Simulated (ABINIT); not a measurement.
## GaAs: band structure with LDA-VWN

**The experiment to reproduce.**

“Evidence of valence band perturbations in GaAsN/GaAs(001): A combined variable-angle spectroscopic ellipsometry and modulated photoreflectance investigation”, 2008, arxiv:0805.2212 reports, for a bulk crystal of GaAs at 300 K: band gap 1.418 ± 0.005 eV (direct).

Crystal: GaAs.

```
CELL_PARAMETERS angstrom
0.00000 2.82685 2.82685
2.82685 0.00000 2.82685
2.82685 2.82685 0.00000
ATOMIC_POSITIONS crystal
As 0.75000 0.75000 0.75000
Ga 0.00000 0.00000 0.00000
```

* Program: ABINIT 10.8.3 (patched build)
* Task: band structure
* Functional: LDA-VWN
* Potentials or basis: JTH PAW LDA v2.0 sp
* Cutoff: 463 eV
* k mesh: 8 × 8 × 8
* Occupations: fermi-dirac, width 0.05 eV
* Spin: no spin polarisation
* Fine-grid cutoff: 925.187 eV

```
Pressure                                              : -1.9 GPa
Band gap on the k mesh                                : 0.29 eV, direct
Band gap along the path                               : 0.29 eV, direct
Valence electrons inside the program's atomic spheres : As 2.77; Ga 11.10
```

Levels at the corners of the path, in eV from the valence-band top:
| point | band 6 | band 7 | band 8 | band 9 | band 10 | band 11 | band 12 | band 13 |
| --- | --- | --- | --- | --- | --- | --- | --- | --- |
| Γ | -12.78 | 0.00 | 0.00 | 0.00 | 0.29 | 3.71 | 3.71 | 3.71 |
| X | -10.29 | -6.88 | -2.68 | -2.68 | 1.35 | 1.55 | 10.10 | 10.10 |
| W | -10.23 | -6.70 | -3.55 | -3.37 | 4.55 | 4.65 | 5.33 | 6.00 |
| K | -10.33 | -6.70 | -3.88 | -2.26 | 1.86 | 4.56 | 7.87 | 8.05 |
| Γ | -12.78 | 0.00 | 0.00 | 0.00 | 0.29 | 3.71 | 3.71 | 3.71 |
| L | -11.03 | -6.69 | -1.14 | -1.14 | 0.85 | 4.62 | 4.62 | 7.62 |
| U | -10.33 | -6.70 | -3.88 | -2.26 | 1.86 | 4.56 | 7.87 | 8.05 |
| W | -10.23 | -6.70 | -3.55 | -3.37 | 4.55 | 4.65 | 5.33 | 6.00 |
| L | -11.03 | -6.69 | -1.14 | -1.14 | 0.85 | 4.62 | 4.62 | 7.62 |
| K | -10.33 | -6.70 | -3.88 | -2.26 | 1.86 | 4.56 | 7.87 | 8.05 |

It took 31 s on 1 thread of Arm Neoverse V2, on a shared host, peak memory 0.12 GiB.

A measured gap of GaAs is 1.418 eV (direct; 300 K; “Evidence of valence band perturbations in GaAsN/GaAs(001): A combined variable-angle spectroscopic ellipsometry and modulated photoreflectance investigation”, 2008, arxiv:0805.2212); the calculated 0.29 eV misses it by -1.12 eV. So large a miss can be the level of theory's own, or it may mean another phase, state or a wrong row. 3 values of this kind are on record (1.412 to 1.51 eV); this one was drawn at random among those near their median, those with a stated uncertainty first. Spin-orbit coupling on As, Ga is left out. The value is that of LDA-VWN, without temperature or zero-point motion. Semilocal functionals fall short of measured gaps as a rule.

Caveat: this set keeps more shells in the core, which shifts pressures and gaps.
